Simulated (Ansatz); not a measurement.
## Kick test of a cell of HfSi₂O₆

It was reached by relaxing an invented guess, and it needn't be the stable form of this composition.

The calculation used DFT PBE, scalar-relativistic, plane waves, PAW in Ansatz 0.2.0. Settings: cutoff 420 eV, Γ-centred mesh 6×6×4 on the computed 9-atom cell, Gaussian smearing of 0.02 eV; no spin polarisation.

The cell below (9 atoms, space group C222 (No. 21)) is relaxed within its symmetry.

```yaml
crystal:
  lattice:
    - [2.60731, -4.94955, 0.00000]
    - [2.60731, 4.94955, 0.00000]
    - [0.00000, 0.00000, 6.01911]
  atoms:
    - { symbol: Hf, position: [0.50000, 0.50000, 0.50000] }
    - { symbol: Si, position: [0.00000, 0.50000, 0.84427] }
    - { symbol: Si, position: [0.50000, 0.00000, 0.15573] }
    - { symbol: O, position: [0.22344, 0.77656, 0.00000] }
    - { symbol: O, position: [0.41104, 0.17670, 0.31126] }
    - { symbol: O, position: [0.17670, 0.41104, 0.68874] }
    - { symbol: O, position: [0.77656, 0.22344, 0.00000] }
    - { symbol: O, position: [0.58896, 0.82330, 0.31126] }
    - { symbol: O, position: [0.82330, 0.58896, 0.68874] }
```

For the test it was strained at random (σ = 1.5 % a component), the atoms were moved at random (σ = 0.10 Å), and all was relaxed again on a coarse 4×4×2 mesh (in the run’s order of axes) with 0.10 eV smearing, with no symmetry imposed.

These runs have no spin–orbit coupling, which can matter for Hf.

Problem. Is the structure stable against such a distortion?

Solution. It doesn't return. The energy falls by 7 meV/atom on that mesh, the volume changes by -5.9 %, and the end has space group C2 (No. 5) at a loose tolerance. Relaxed again on a 6×6×4 mesh with 0.02 eV smearing, the new structure lies 7 meV/atom below the first (mesh in the axes of the run's cell; the cell below is made exact in the group named). Space group C2 (No. 5), monoclinic, a = 9.909 Å, b = 5.015 Å, c = 5.884 Å, β = 91.7°. Hf is surrounded by 4 O at 1.95–1.96 Å; Si has 4 O at 1.63–1.64 Å; around O on its first site lie 2 Si at 1.64 Å; O on its second site is surrounded by 1 Si at 1.63 Å and 1 Hf at 1.95 Å; 1 more site not described.

```
Hf Si O
1.0
     4.95455   -2.50733    0.00000
     4.95455    2.50733    0.00000
    -0.17306    0.00000    5.88153
Hf Si O
1 2 6
Cartesian
  4.9545 -0.2079 0.0000
  7.3488 -1.1718 3.8534
  2.3872 -1.1718 2.0281
  2.2058 0.3760 2.5389
  6.0146 0.9068 1.1904
  3.7214 0.9068 4.6912
  7.5302 0.3760 3.3426
  3.7063 -1.2632 1.0736
  6.0297 -1.2632 4.8080
```
